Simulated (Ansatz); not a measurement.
MoS2:

```
Mo S
1.0
     3.16900    0.00000    0.00000
    -1.58450    2.74443    0.00000
     0.00000    0.00000   12.32400
Mo S
2 4
Cartesian
  1.5845 0.9148 9.2430
  0.0000 1.8296 3.0810
  1.5845 0.9148 4.6461
  0.0000 1.8296 10.8081
  1.5845 0.9148 1.5159
  0.0000 1.8296 7.6779
```

```yaml
Program: Ansatz 0.2.0
Task: relaxation of cell and atoms
Functional: PBEsol
Potentials_or_basis: Ansatz PAW
Cutoff: "420 eV (not typed: the program's choice for these potentials)"
k_mesh: 10 × 10 × 3
Occupations: fermi-dirac, width 0.05 eV
Spin: no spin polarisation
```

At the start: volume 17.86 Å³/atom.

Q: Where does the relaxation end?

A: It ends after 6 steps and the volume is 17.91 Å³/atom (+0.3 %); space group P6_3/mmc (No. 194, to 0.05 Å).

Step by step:
```tsv
step	energy change (eV)	largest force (eV/Å)	volume (Å³)
1	0.0000	0.3130	107.18
2	-0.0153	0.0161	105.41
3	-0.0267	0.0014	107.23
4	-0.0267	0.0028	107.38
5	-0.0267	0.0000	107.49
6	-0.0268	0.0000	107.49
```

Final structure:
```cif
data_structure
_symmetry_space_group_name_H-M 'P 1'
_symmetry_Int_Tables_number 1
_cell_length_a 3.1414
_cell_length_b 3.1414
_cell_length_c 12.5771
_cell_angle_alpha 90.000
_cell_angle_beta 90.000
_cell_angle_gamma 120.000
_cell_volume 107.49
loop_
_atom_site_label
_atom_site_type_symbol
_atom_site_fract_x
_atom_site_fract_y
_atom_site_fract_z
_atom_site_occupancy
Mo1 Mo 0.66667 0.33333 0.75000 1
Mo2 Mo 0.33333 0.66667 0.25000 1
S1 S 0.66667 0.33333 0.37396 1
S2 S 0.33333 0.66667 0.87396 1
S3 S 0.66667 0.33333 0.12604 1
S4 S 0.33333 0.66667 0.62604 1
```

Caveat: the plane-wave basis is chosen anew once the cell has moved, so the energies of steps on either side of that aren't comparable; this functional lacks dispersion, which binds the layers, so the pressure and a relaxed spacing across them are unreliable; the PAW data sets come from PBE, with cores solved anew for the run's functional, which leaves a small shift of forces and pressure.
